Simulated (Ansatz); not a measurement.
input.yaml (Ansatz 0.2.0):

```yaml
crystal:
  lattice:
    - [0.0, 2.2573359227, 2.2573359227]
    - [2.2573359227, 0.0, 2.2573359227]
    - [2.2573359227, 2.2573359227, 0.0]
  atoms:
    - { symbol: Nb, position: [0.0, 0.0, 0.0] }
    - { symbol: C, position: [0.5, 0.5, 0.5] }
basis:
  ecutwfc: 420
  ecutrho_ratio: 4
kpoints:
  mp_grid: { grid: [14, 14, 14] }
hamiltonian:
  xc: pbe
scf:
  occupations: { method: gaussian, width: 0.05 }
output:
  forces: true
  stress: true
  eigenvalues: true
  populations: true
magnetization:
  noncollinear: true
  spin_orbit: true
```

Launched as:
```sh
ansatz run input.yaml --threads 4 --pin off --max-ram 7168MiB --backend cpu --events-out ev --progress --plain --runs-dir out
```

The chain of runs began from a cell as deposited in COD, expanded in volume.

Task: What will the run give?

Result: Pressure -5.7 GPa, gap on the mesh zero (metallic) (PBE+SOC).

Output, machine lines left out:

```
Pseudopotentials: kind: paw_fr
Pseudopotential: Nb, paw_fr, valence charge 13, recommended cutoff 420 eV (normal), Nb.paw.azcp#standard-fr
Pseudopotential: C, paw_fr, valence charge 4, recommended cutoff 420 eV (normal), C.paw.azcp#standard-fr
Crystal: 2 atoms, lattice volume = 23.005 Å³
Basis set: ecut = 420 eV, 459 PW (Γ), exchange–correlation on 48×48×48 points (8 copies of the dense FFT grid, shifted against one another)
Bands: 26, of which v1, the nominal top of the filled ones, is band 17 counted from 1 (16 counted from 0)
Symmetry: 48 space group operations + 48 with time reversal
Magnetic group: BNS 225.117 (UNI 1619), of the structure as read, at distance tolerance 2.8e-5 Å
k-points: 104 of 2744
Projection manifold: j_resolved (fully-relativistic pseudo-atomic orbitals)
Initial density: superposition of atomic densities (chi_scale 0.1, normalization cell, long waves kept (reshape's long-wave potential 0.00 eV rms))
Initial wavefunctions: pseudopotential atomic-orbital guess
Functional: x = pbe(κ = 0.804, μ = 0.21951), c = pbe(β = 0.06672)
```

SCF trace (energy estimate counted from the last row):
```
iteration   ΔE (eV)  density residual (eV)  M (μB)
        1    -2.242                 9.19e0  0.00e0
        2    -0.613                 2.66e0  0.00e0
        3    -0.006                6.51e-2  0.00e0
        4  -1.8e-03                1.10e-2  0.00e0
        5  -2.1e-05                2.59e-4  0.00e0
        6   1.0e-06                1.33e-6  0.00e0
        7     0.000                8.04e-8  0.00e0
        8     0.000               5.34e-10  0.00e0
```

```
SCF 1 converged in 8 iterations: F = -4805.308112 eV  dr2 = 5.34e-10
SCF converged after 8 iterations
Magnetization: |M| = 0.0000 μB,  M = (+0.0000, +0.0000, +0.0000) μB
Absolute magnetization: 0.0000 μB (∫|m|)
  site 0: m = (+0.0000, +0.0000, +0.0000) μB, |m| = 0.0000 μB  (R = 0.93 Å)
  site 1: m = (+0.0000, +0.0000, +0.0000) μB, |m| = 0.0000 μB  (R = 0.93 Å)
Free energy (F): -4805.308112 eV
E sigma→0 (E₀):  -4805.307291 eV
Entropy (-TS):   -0.001642 eV (-0.821 meV/atom)
Fermi energy:    18.259164 eV
--- Per-component energies (eV) ---
  E_band       = -43.089116
  E_kinetic    = 482.190491
  E_local      = -719.422578  (includes V_loc(G=0)·N_el)
  E_nonlocal   = 143.576057
  E_hartree    = 218.299809
  E_xc         = -224.432721
  E_vxc        = -273.683044  (∫ρ·V_xc dr)
  E_paw        = -3172.104240  (= ΣΔE_a)
  E_vpaw       = -112.349447  (= ΣTr[D̂ρ^β])
  E_aug_tail   = 0.000006  (compensation charges beyond the density's cutoff)
  E_ewald      = -1533.413294
  E_smearing   = -0.001642  (= −TS)
--- Forces (eV/Å), atoms counted from 1 ---
  atom   1  Nb     0.00000000     0.00000000     0.00000000
  atom   2  C      0.00000000     0.00000000     0.00000000
--- Stress (GPa, compression-positive) ---
       -5.702430       0.000000       0.000000
        0.000000      -5.702430       0.000000
        0.000000       0.000000      -5.702430
  P = ⅓ Tr σ = -5.7024 GPa (-57.024 kbar)
--- Löwdin populations: 2 sites ---
  site symbol       q [e]
     0     Nb     12.3000
     1      C      4.6527
```

Run time: 4.1 s on 4 threads of Arm Neoverse V1, with other jobs on the host, peak memory 0.47 GiB.
